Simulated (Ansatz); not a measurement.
Results of PBE (plane waves, PAW; Ansatz, a quantum-chemistry and plane-wave program) for chalcopyrite CuInS2.

Settings: plane-wave cutoff 520 eV, 10×10×10 k mesh, Fermi–Dirac smearing 0.01 eV, no spin polarisation, scalar-relativistic PAW data made under PBE.

Computed points:

```tsv
V (Å³/atom)	E − E_lowest (meV/atom)
20.962	7.66
21.398	1.84
21.835	0.00
22.272	1.69
22.709	6.51
```

Q: Fit the third-order Birch–Murnaghan equation and give B0 and B′.

A: V0 = 21.836 Å³/atom, B0 = 64.7 GPa, B′ = 4.9 (fit to the energies at full precision).

Shape and atoms are relaxed at each volume.

Note: the gap of the solid is closed in this run; this level leaves the solid without a gap, although one is measured; the bulk modulus comes from volumes at which shape and atoms were relaxed.

Spin–orbit coupling is not included; it can open a gap where bands touch, and shift volumes and moduli.

Static lattice: no zero-point or thermal effects.
